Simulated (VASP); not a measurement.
# CdO (Monteponite) (Fm-3m) in VASP: settings compared

One crystal, CdO (Monteponite), is run at these levels: PBE0, B3LYP, PBEsol; tasks: single point.

Program: VASP 6.6.1. These are calculated values, not measurements. Logs are shortened: lines on timing, memory, paths and dates and some standing lists are left out, and cuts for length are marked.

**1. The crystal as given**

It takes space group Fm-3m (No. 225, cubic). Conventional cell: a = 4.695 Å, b = 4.695 Å, c = 4.695 Å, α = 90.00°, β = 90.00°, γ = 90.00°. Cd (site symmetry m-3m) is surrounded by 6 O at 2.35 Å. O (site symmetry m-3m) is surrounded by 6 Cd at 2.35 Å.

**2. Single point, PBE0**

POSCAR reads:

```
CdO
1.0
    0.0000000000      2.3476500000      2.3476500000
    2.3476500000      0.0000000000      2.3476500000
    2.3476500000      2.3476500000      0.0000000000
Cd O
1 1
Direct
    0.0000000000      0.0000000000      0.0000000000
    0.5000000000      0.5000000000      0.5000000000
```

INCAR.step1 reads:

```
PREC     = Accurate       # precision mode
ENCUT    = 520            # plane-wave cutoff, eV
EDIFF    = 1E-5           # SCF threshold, eV
ISMEAR   = 0              # smearing method
SIGMA    = 0.02           # smearing width, eV
LREAL    = False          # projectors in reciprocal space
LASPH    = True           # aspherical terms in the spheres
NELM     = 60             # most SCF steps
ALGO     = Normal         # electronic algorithm
ISIF     = 2              # what is computed and relaxed
LWAVE    = True           # write WAVECAR
LCHARG   = False          # write CHGCAR
GGA      = PE             # functional
```

INCAR.step2 reads:

```
PREC     = Accurate       # precision mode
ENCUT    = 520            # plane-wave cutoff, eV
EDIFF    = 1E-6           # SCF threshold, eV
ISMEAR   = 0              # smearing method
SIGMA    = 0.02           # smearing width, eV
LREAL    = False          # projectors in reciprocal space
LASPH    = True           # aspherical terms in the spheres
NELM     = 60             # most SCF steps
ALGO     = Normal         # electronic algorithm
ISIF     = 2              # what is computed and relaxed
LWAVE    = False          # write WAVECAR
LCHARG   = False          # write CHGCAR
GGA      = PE             # functional
LHFCALC  = True           # exact exchange
AEXX     = 0.25           # exact-exchange fraction
PRECFOCK = Fast         
ISTART   = 1
```

KPOINTS reads:

```
Automatic mesh
0
Gamma
  8 8 8
```

Potentials or basis: VASP PAW PBE potentials, release 64 (Cd, O).

On the command line:

```sh
$ cat potpaw_PBE.64/Cd/POTCAR potpaw_PBE.64/O/POTCAR > POTCAR
$ cp INCAR.step1 INCAR
$ mpirun -np 1 vasp_std > vasp.out
$ cp INCAR.step2 INCAR
$ mpirun -np 1 vasp_std > vasp.out
```

OUTCAR:

```text
PREC = Accurate
   ENCUT = 520
   EDIFF = 1E-6
   ISMEAR = 0
   LREAL = False
   LASPH = True
   NELM = 60
   ISIF = 2
   GGA = PE
   LHFCALC = True
   AEXX = 0.25
   PRECFOCK = Fast
   ISTART = 1

 ion  position               nearest neighbor table
   1  0.000  0.000  0.000-   2 2.35   2 2.35   2 2.35   2 2.35   2 2.35   2 2.35
   2  0.500  0.500  0.500-   1 2.35   1 2.35   1 2.35   1 2.35   1 2.35   1 2.35

  LATTYP: Found a face centered cubic cell.
 ALAT       =     4.6953000000

  Lattice vectors:

 A1 = (   0.0000000000,   2.3476500000,   2.3476500000)
 A2 = (   2.3476500000,   0.0000000000,   2.3476500000)
 A3 = (   2.3476500000,   2.3476500000,   0.0000000000)

Analysis of symmetry for initial positions (statically):
=====================================================================
 Subroutine PRICEL returns:
 Original cell was already a primitive cell.

 Routine SETGRP: Setting up the symmetry group for a
 face centered cubic supercell.

 Subroutine GETGRP returns: Found 48 space group operations
 (whereof 48 operations were pure point group operations)
 out of a pool of 48 trial point group operations.

The static configuration has the point symmetry O_h .

Analysis of symmetry for dynamics (positions and initial velocities):
=====================================================================
 Subroutine PRICEL returns:
 Original cell was already a primitive cell.

 Routine SETGRP: Setting up the symmetry group for a
 face centered cubic supercell.

 Subroutine GETGRP returns: Found 48 space group operations
 (whereof 48 operations were pure point group operations)
 out of a pool of 48 trial point group operations.

The dynamic configuration has the point symmetry O_h .

 Subroutine INISYM returns: Found 48 space group operations
 (whereof 48 operations are pure point group operations),
 and found     1 'primitive' translations

----------------------------------------------------------------------------------------

                                     Primitive cell

  volume of cell :      25.8780

  direct lattice vectors                    reciprocal lattice vectors
     0.000000000  2.347650000  2.347650000    -0.212978936  0.212978936  0.212978936
     2.347650000  0.000000000  2.347650000     0.212978936 -0.212978936  0.212978936
     2.347650000  2.347650000  0.000000000     0.212978936  0.212978936 -0.212978936

  length of vectors
     3.320078470  3.320078470  3.320078470     0.368890339  0.368890339  0.368890339

  position of ions in fractional coordinates (direct lattice)
     0.000000000  0.000000000  0.000000000
     0.500000000  0.500000000  0.500000000

  ion indices of the primitive-cell ions
   primitive index   ion index
                 1           1
                 2           2

----------------------------------------------------------------------------------------

 KPOINTS: Automatic mesh

Automatic generation of k-mesh.
 Grid dimensions read from file:
 generate k-points for:    8    8    8

 Generating k-lattice:

  Cartesian coordinates                     Fractional coordinates (reciprocal lattice)
    -0.026622367  0.026622367  0.026622367     0.125000000  0.000000000  0.000000000
     0.026622367 -0.026622367  0.026622367     0.000000000  0.125000000  0.000000000
     0.026622367  0.026622367 -0.026622367     0.000000000  0.000000000  0.125000000

  Length of vectors
     0.046111292  0.046111292  0.046111292

  Shift w.r.t. Gamma in fractional coordinates (k-lattice)
     0.000000000  0.000000000  0.000000000

 Subroutine IBZKPT returns following result:
 ===========================================

 Found     29 irreducible k-points:

 Following reciprocal coordinates:
            Coordinates               Weight
  0.000000  0.000000  0.000000      1.000000
  0.125000  0.000000  0.000000      8.000000
  0.250000  0.000000  0.000000      8.000000
  0.375000  0.000000  0.000000      8.000000
  0.500000  0.000000  0.000000      4.000000
  0.125000  0.125000  0.000000      6.000000
[... 16 lines left out ...]
  0.500000  0.250000  0.125000     48.000000
 -0.375000  0.250000  0.125000     24.000000
 [... further k-points ...]
   k-points           NKPTS =     29   k-points in BZ     NKDIM =    512   number of bands    NBANDS=     13
   number of dos      NEDOS =    301   number of ions     NIONS =      2
   total plane-waves  NPLWV =  21952
   dimension x,y,z NGX =    28 NGY =   28 NGZ =   28
   dimension x,y,z NGXF=    56 NGYF=   56 NGZF=   56
   ions per type =               1   1
   NGX,Y,Z   is equivalent  to a cutoff of  14.02, 14.02, 14.02 a.u.
   NGXF,Y,Z  is equivalent  to a cutoff of  28.04, 28.04, 28.04 a.u.
 SYSTEM =  unknown system
   PREC   = accura    normal or accurate (medium, high low for compatibility)
   ISTART =      1    job   : 0-new  1-cont  2-samecut
   ICHARG =      0    charge: 1-file 2-atom 10-const
   ISPIN  =      1    spin polarized calculation?
   LNONCOLLINEAR =      F non collinear calculations
   LSORBIT =      F    spin-orbit coupling
   LASPH  =      T    aspherical Exc in radial PAW
   ENCUT  =  520.0 eV  38.22 Ry    6.18 a.u.   6.17  6.17  6.17*2*pi/ulx,y,z
   NELM   =     60;   NELMIN=  2; NELMDL=  0     # of ELM steps
   EDIFF  = 0.1E-05   stopping-criterion for ELM
   LREAL  =      F    real-space projection
   EDIFFG = 0.1E-04   stopping-criterion for IOM
   NSW    =      0    number of steps for IOM
   IBRION =     -1    ionic relax: 0-MD 1-quasi-New 2-CG
   NFREE  =      0    steps in history (QN), initial steepest desc. (CG)
   ISIF   =      2    stress and relaxation
   ISYM   =      3    0-nonsym 1-usesym 2-fastsym
   POTIM  = 0.5000    time-step for ionic-motion
   TEBEG  =    0.0;   TEEND  =   0.0 temperature during run
   PSTRESS=    0.0 pullay stress
   NELECT =      18.0000    total number of electrons
   NUPDOWN=      -1.0000    fix difference up-down
   EMIN   =  10.00;   EMAX   =-10.00  energy-range for DOS
   EFERMI =   0.00;   METHOD = LEGACY
   ISMEAR =     0;   SIGMA  =   0.02  broadening in eV -4-tet -1-fermi 0-gaus
   EFERMI_NEDOS =   21; number of points for ismear=-14 and -15
   IALGO  =     38    algorithm
   IMIX   =      1    mixing-type and parameters
     AMIX     =   0.40;   BMIX     =  1.00
     AMIX_MAG =   1.60;   BMIX_MAG =  1.00
  volume/ion in A,a.u.               =      12.94        87.32
  Fermi-wavevector in a.u.,A,eV,Ry     =   1.450515  2.741076 28.626585  2.103995
  Thomas-Fermi vector in A             =   2.568118
   LORBIT       =      0    0 simple, 1 ext, 2 COOP (PROOUT), +10 PAW based schemes
   GGA     = PE    functional components
   LHFCALC =     T    Hartree Fock is set to
   PRECFOCK=fast      Normal, Fast or Accurate (Low or Medium for compatibility)
   ENCUT4O =  -1.0   cutoff for four orbital integrals eV
   NKREDX  =     1    reduce k-point grid by
   NKREDY  =     1    reduce k-point grid by
   NKREDZ  =     1    reduce k-point grid by
   AEXX    =    0.2500 exact exchange contribution
   HFSCREEN=    0.0000 screening length (either q_TF or 0.3 A-1)
   HFSCREENC=   0.0000 screening length for correlation (either q_TF or 0.3 A-1)
   ENCUTFOCK=  -1.0 apply spherical cutoff to Coloumb kernel
   IVDW    =     0    specifies the selected vdW correction
   LEPSILON=     F    determine dielectric tensor
   LRPA    =     F    only Hartree local field effects (RPA)
 non-spin polarized calculation
 Gauss-broadening in eV      SIGMA  =   0.02
  energy-cutoff  :      520.00
  volume of cell :       25.88
 maximum number of plane-waves:       725
 NGX is ok and might be reduce to    28
  NGX = 16; NGY = 16; NGZ = 16

 number of electron      18.0000003 magnetization

 Free energy of the ion-electron system (eV)
  ---------------------------------------------------
  ext. energy  EPLUGINS =         0.00000000
  ---------------------------------------------------
  free energy    TOTEN  =       -10.58553562 eV

  energy without entropy =      -10.58553562  energy(sigma->0) =      -10.58553562

 E-fermi :   0.8096     XC(G=0):  -9.1742

 val. band max:        0.6342314852   @ k =   0.5000   0.0000   0.0000
 cond. band min:       2.1908813981   @ k =   0.0000   0.0000   0.0000
 fundamental gap:      1.5566499129
 Fermi energy:         0.8095579255

 k-point     1 :       0.0000    0.0000    0.0000
  band No.  band energies     occupation
      1     -18.3733      2.00000
      2      -6.9021      2.00000
      3      -6.9021      2.00000
      4      -6.9021      2.00000
      5      -6.6425      2.00000
      6      -6.6425      2.00000
      7      -0.7160      2.00000
      8      -0.7160      2.00000
      9      -0.7160      2.00000
     10       2.1909      0.00000
     11      17.9448      0.00000
     12      20.2046      0.00000
     13      20.2046      0.00000

 k-point     2 :       0.1250    0.0000    0.0000
  band No.  band energies     occupation
      1     -18.2610      2.00000
      2      -6.9647      2.00000
      3      -6.8986      2.00000
      4      -6.8986      2.00000
      5      -6.7215      2.00000
      6      -6.7215      2.00000
      7      -1.7733      2.00000
      8      -0.5084      2.00000
      9      -0.5084      2.00000
     10       3.5009      0.00000
     11      16.1903      0.00000
     12      19.1825      0.00000
     13      19.1825      0.00000

 k-point     3 :       0.2500    0.0000    0.0000
  band No.  band energies     occupation
      1     -17.9771      2.00000
      2      -7.2077      2.00000
      3      -7.1631      2.00000
      4      -7.1631      2.00000
      5      -6.6015      2.00000
      6      -6.6015      2.00000
      7      -2.9347      2.00000
      8      -0.0261      2.00000
      9      -0.0261      2.00000
     10       5.3925      0.00000
     11      13.4195      0.00000
     12      17.2422      0.00000
     13      17.2422      0.00000
[... 305 lines left out ...]
 k-point    23 :       0.5000    0.2500    0.1250
  band No.  band energies     occupation
      1     -17.6439      2.00000
      2      -7.3959      2.00000
      3      -7.2905      2.00000
      4      -7.1387      2.00000
      5      -6.4689      2.00000
      6      -6.2946      2.00000
      7      -3.1476      2.00000
      8      -1.2528      2.00000
      9       0.0572      2.00000
     10       8.3143      0.00000
     11      11.2978      0.00000
     12      13.1885      0.00000
     13      15.9532      0.00000

 k-point    24 :      -0.3750    0.2500    0.1250
  band No.  band energies     occupation
      1     -17.5625      2.00000
      2      -7.4749      2.00000
      3      -7.2351      2.00000
      4      -7.2184      2.00000
      5      -6.3536      2.00000
      6      -6.3336      2.00000
      7      -3.3157      2.00000
      8      -1.0811      2.00000
      9      -0.0422      2.00000
     10       9.3439      0.00000
     11      10.0752      0.00000
     12      13.0841      0.00000
     13      15.5372      0.00000

 [... further k-points ...]

------------------------ aborting loop because EDIFF is reached ----------------------------------------

  FORCE on cell =-STRESS in cart. coord.  units (eV):
  Direction    XX          YY          ZZ          XY          YZ          ZX
  --------------------------------------------------------------------------------------
  -------------------------------------------------------------------------------------
  Total        0.3970524      0.3970524      0.3970524     -0.0000000     -0.0000000      0.0000000
  in kB       24.5826311     24.5826311     24.5826311     -0.0000000     -0.0000000      0.0000000
  external PRESSURE =      24.5826311 kB  Pullay stress =       0.0000000 kB

 VOLUME and BASIS-vectors are now :
 -----------------------------------------------------------------------------
  energy-cutoff  :      520.00
  volume of cell :       25.88
      direct lattice vectors                 reciprocal lattice vectors
     0.000000000  2.347650000  2.347650000    -0.212978936  0.212978936  0.212978936
     2.347650000  0.000000000  2.347650000     0.212978936 -0.212978936  0.212978936
     2.347650000  2.347650000  0.000000000     0.212978936  0.212978936 -0.212978936

 POSITION                                       TOTAL-FORCE (eV/Angst)
 -----------------------------------------------------------------------------------
      0.00000      0.00000      0.00000         0.000000     -0.000000      0.000000
      2.34765      2.34765      2.34765        -0.000000      0.000000     -0.000000
 -----------------------------------------------------------------------------------
    total drift:                               -0.000000     -0.000000      0.000000

  FREE ENERGIE OF THE ION-ELECTRON SYSTEM (eV)
  ---------------------------------------------------
  free  energy   TOTEN  =       -10.5855356189 eV

  energy  without entropy=      -10.5855356189  energy(sigma->0) =      -10.58553562
```

Run time: 32 min. Hardware: 1 thread of Intel Xeon Platinum 8488C (Sapphire Rapids), shared host; peak memory 0.19 GiB.

What came out:

```
Free energy            : -10.5855 eV
Pressure               : 2.5 GPa
Band gap on the k mesh : 1.56 eV, indirect (least direct gap 2.91 eV)
```

Caveat: the PAW data sets were made with another functional, which shifts forces and pressure a little. A k mesh can miss the band edges.

[end of part 1 of 2]
